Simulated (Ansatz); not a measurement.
## Redistribution: C3H7NO + C4H8O2 → C3H6O2 + C4H9NO

Species: C3H7NO (propionamide) `CCC(N)=O`, singlet; C4H8O2 (butyric acid) `CCCC(=O)O`, singlet; C3H6O2 (propionic acid) `CCC(=O)O`, singlet; C4H9NO (butyramide) `CCCC(N)=O`, singlet. The partners trade NH2 for OH; both sit on C, so the bond types are kept.

Shapes, held fixed at every level: PBE0-D4/def2-TZVP. Flexible molecules stand in one conformer, not always the lowest. Programs: Ansatz 0.2.0. Electronic energies: no zero-point or thermal term.

```
               level                    kind  ΔE (kJ/mol)  less CCSD(T)/CBS estimate
   PBE-D4/def2-TZVPP                     GGA         -2.9                       -0.7
r2SCAN-D4/def2-TZVPP                meta-GGA         -3.2                       -1.0
  wB97M-V/def2-TZVPP  range-separated hybrid         -2.5                       -0.3
   B2PLYP/def2-TZVPP           double hybrid         -3.4                       -1.2
      MP2/def2-TZVPP     perturbation theory         -1.6                       +0.6
     CCSD/def2-TZVPP   coupled cluster or CI         -2.5                       -0.3
CCSD(T)/CBS estimate   coupled cluster or CI         -2.2                        0.0
```

The highest level, CCSD(T)/CBS estimate, gives ΔE = -2.2 kJ/mol; the levels span -3.4 to -1.6. That is about zero within the method's error. The column of differences is taken from that level and isn't an error. No measured value is set beside it here. The CBS estimate extrapolates MP2 from def2-TZVPP and def2-QZVPP and adds CCSD(T) − MP2 in the triple-zeta set, cores frozen.
